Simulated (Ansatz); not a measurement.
Write the native input for Ansatz 0.2.0 that does the following.

- Task: single point
- Functional: PBE
- Potentials or basis: Ansatz PAW
- Cutoff: 420 eV (not typed: the program's choice for these potentials)
- k mesh: 9 × 9 × 9
- Occupations: gaussian, width 0.016 eV
- Spin: no spin polarisation

The system is PbO2.

```
CELL_PARAMETERS angstrom
0.00000 2.70199 2.70199
2.70199 0.00000 2.70199
2.70199 2.70199 0.00000
ATOMIC_POSITIONS crystal
Pb 0.00000 0.00000 0.00000
O 0.75000 0.75000 0.75000
O 0.25000 0.25000 0.25000
```

The cell comes from a database or a generator and needn't be the stable form of this composition.

These files were run (other wordings do the same):

input.yaml

```yaml
crystal:
  lattice:
    - [0.0, 2.701992, 2.701992]
    - [2.701992, 0.0, 2.701992]
    - [2.701992, 2.701992, 0.0]
  atoms:
    - { symbol: Pb, position: [0.0, 0.0, 0.0] }
    - { symbol: O, position: [0.75, 0.75, 0.75] }
    - { symbol: O, position: [0.25, 0.25, 0.25] }
hamiltonian:
  xc: pbe
  pseudopotentials: { kind: paw }
kpoints:
  mp_grid: { grid: [9, 9, 9] }
scf:
  occupations: { method: gaussian, width: 0.016 }
output:
  forces: true
  stress: true
  eigenvalues: true
  write_density: true
  write_potential: true
  elf: true
  volumetric_format: npy
```

Potentials or basis: Ansatz PAW.

The run is started by

```console
$ ansatz run input.yaml --threads 2 --pin off --max-ram 5632MiB --backend cpu --events-out ev --progress --plain --runs-dir out
```

It gave:

The pressure is 0.4 GPa and the band gap on the k mesh is none (metal or under the smearing width).

Caveat: the pressure holds a Pulay correction of +0.6 GPa for the finite cutoff.

Wall time 1.3 s on 2 threads of Intel(R) Xeon(R) Platinum 8259CL CPU @ 2.50GHz (Skylake/Cascade Lake) (shared host), peak memory 0.38 GiB.
